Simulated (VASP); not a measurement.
I, 4 atoms in the cell. It takes space group Cmce (No. 64, orthorhombic). The conventional cell has a = 6.345 Å, b = 4.116 Å, c = 9.312 Å, α = 90.00°, β = 90.00°, γ = 90.00°. I (site symmetry m) has 3 I at 2.81 to 3.13 Å as nearest neighbours. 

```yaml
Program: VASP 6.6.1
Task: relaxation of cell and atoms
Functional: PBE
Potentials_or_basis: VASP PAW PBE potentials, release 64 (I)
Cutoff: 600 eV
k_mesh: 8 × 8 × 4
Occupations: gaussian, width 0.03 eV
Spin: no spin polarisation
Target_pressure: 9.9 GPa
Further_INCAR_settings: ALGO = Normal; EDIFF = 1e-07; IBRION = 2; EDIFFG = -0.005; NSW = 90; ISIF = 3
Target_pressure: 9.9 GPa
```

Potentials or basis: VASP PAW PBE potentials, release 64 (I).

Run with:

```bash
$ cat potpaw_PBE.64/I/POTCAR > POTCAR
$ mpirun -np 1 vasp_std > vasp.out
```

Hardware: 1 thread of AMD EPYC 9R45 96-Core Processor (Zen 5), with other jobs on the host.

Question: Estimate the wall time of this run.

Answer: Run time: 2.3 min on 1 thread of AMD EPYC 9R45 96-Core Processor (Zen 5), with other jobs on the host, peak memory 0.31 GiB. Counts: scf iterations 28, k points 63, ion steps 4.
